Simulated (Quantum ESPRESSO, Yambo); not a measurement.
Planning a run of Quantum ESPRESSO 7.5 on CaO (Lime). The input:

```
&control
  calculation = 'nscf'
  prefix = 'x'
  outdir = 'o'
  pseudo_dir = 'pseudo'
/
&system
  ibrav = 0
  nat = 2
  ntyp = 2
  ecutwfc = 72.0
  nbnd = 336
  force_symmorphic = .true.
/
&electrons
  conv_thr = 1e-9
  electron_maxstep = 80
  diago_full_acc = .true.
  diago_thr_init = 5e-6
/
ATOMIC_SPECIES
  Ca 40.078 Ca.upf
  O 15.999 O.upf
CELL_PARAMETERS angstrom
  -0.0000000000 2.4065000000 2.4065000000
  2.4065000000 -0.0000000000 2.4065000000
  2.4065000000 2.4065000000 -0.0000000000
ATOMIC_POSITIONS crystal
  Ca 0.0000000000 0.0000000000 0.0000000000
  O 0.5000000000 0.5000000000 0.5000000000
K_POINTS automatic
  6 6 6 0 0 0
```

```sh
OMP_NUM_THREADS=1 mpirun -n 4 pw.x -nk 4 -in pw.in > pw.out
```

Estimate wall time and host memory on 4 MPI ranks of Arm Neoverse V2, shared host.

It took 37 s; on shared hardware allow 19 s to 75 s. Peak host memory was 0.46 GiB.

[Paths, hosts, dates, memory and timing lines, banners, echoed tables and standing remarks are left out of the program output.]

[Logs are printed without paths, hosts, clocks, repeated set-up lines and the standing remarks that a program may print on its own settings, such as how far it seeks lower states.]

[Runs of the session that timed out or met a known fault of the program may be left out.]

[Hosts, paths, dates, database ids (printed as entryN), source tags and the programs' standing remarks are cut or masked in the printed files.]
